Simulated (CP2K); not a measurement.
Runs of CP2K 2026.2 on GaP. Symmetry: F-43m, No. 216, cubic system. The conventional cell has a = 5.451 Å, b = 5.451 Å, c = 5.451 Å, α = 90.00°, β = 90.00°, γ = 90.00°. Ga (site symmetry -43m) has 4 P at 2.36 Å as nearest neighbours. P (site symmetry -43m) has 4 Ga at 2.36 Å as nearest neighbours. 

| task | level | potentials or basis | cell | smearing | EPS_DEFAULT | NGRIDS | CUTOFF of the grids | hirshfeld SHAPE_FUNCTION | VORONOI_RADII | gap on the mesh (eV) | pressure (GPa) | V0 of scaled cells (Å³/atom) | B0 (GPa) |
| --- | --- | --- | --- | --- | --- | --- | --- | --- | --- | --- | --- | --- | --- |
| equation of state | LDA | GTH_POTENTIALS Ga GTH-PADE-q13, P GTH-PADE-q5; TZVP-MOLOPT-PBE-GTH basis | as given | fermi-dirac 0.1 eV | 1.0E-10 | 4 | 450 Ry | - | - | - | - | 19.65 | 90 |
| equation of state | LDA | GTH_POTENTIALS Ga GTH-PADE-q13, P GTH-PADE-q5; TZVP-MOLOPT-PBE-GTH basis | as given | fermi-dirac 0.05 eV | 1.0E-9 | 4 | 450 Ry | - | - | - | - | 19.65 | 90 |
| single point | PBE | POTENTIAL_UZH Ga GTH-PBE-q13, P GTH-PBE-q5; TZVP-MOLOPT-PBE-GTH basis | as given | gaussian 0.018 eV | 1.0E-10 | 5 | 450 Ry | - | - | 1.66 | 2.9 | - | - |
| single point | RPBE | POTENTIAL_UZH Ga GTH-PBE-q13, P GTH-PBE-q5; TZVP-MOLOPT-PBE-GTH basis | the cell as VASP's run set it | gaussian 0.05 eV | 1.0E-10 | 5 | 450 Ry | - | - | 1.75 | (c) | - | - |
| atomic charges | revPBE | POTENTIAL_UZH Ga GTH-PBE-q13, P GTH-PBE-q5; TZVP-MOLOPT-PBE-GTH basis | as given | fermi-dirac 0.05 eV | 1.0E-9 | 4 | 675 Ry | GAUSSIAN | UNITY | 1.73 | 4.1 | - | - |
| equation of state | r2SCAN | POTENTIAL_UZH Ga GTH-SCAN-q13, P GTH-SCAN-q5; TZVP-MOLOPT-SCAN-GTH basis | as given | fermi-dirac 0.05 eV | 1.0E-9 | 5 | 675 Ry | - | - | - | - | (a) | (b) |
| band structure | r2SCAN | POTENTIAL_UZH Ga GTH-SCAN-q13, P GTH-SCAN-q5; TZVP-MOLOPT-SCAN-GTH basis | as given | fermi-dirac 0.05 eV | 1.0E-10 | 4 | 675 Ry | - | - | 1.94 | -0.1 | - | - |
| band structure | r2SCAN | POTENTIAL_UZH Ga GTH-SCAN-q13, P GTH-SCAN-q5; TZVP-MOLOPT-SCAN-GTH basis | as given | fermi-dirac 0.1 eV | 1.0E-9 | 4 | 675 Ry | - | - | 1.94 | -0.1 | - | - |

Alike in all rows: no spin polarisation; k mesh 8 × 8 × 8.

Problem. Estimate the missing entries.

Solution. (a) 20.16; (b) 86; (c) 4.3.

Caveats: the basis of atomic orbitals isn't converged, which shifts pressures, moduli and gaps; the potentials were made for another functional, which shifts forces and pressure (some runs).

A k mesh can miss the band edges, and the runs leave out spin-orbit coupling on Ga.

Not every run made on this cell is shown here.
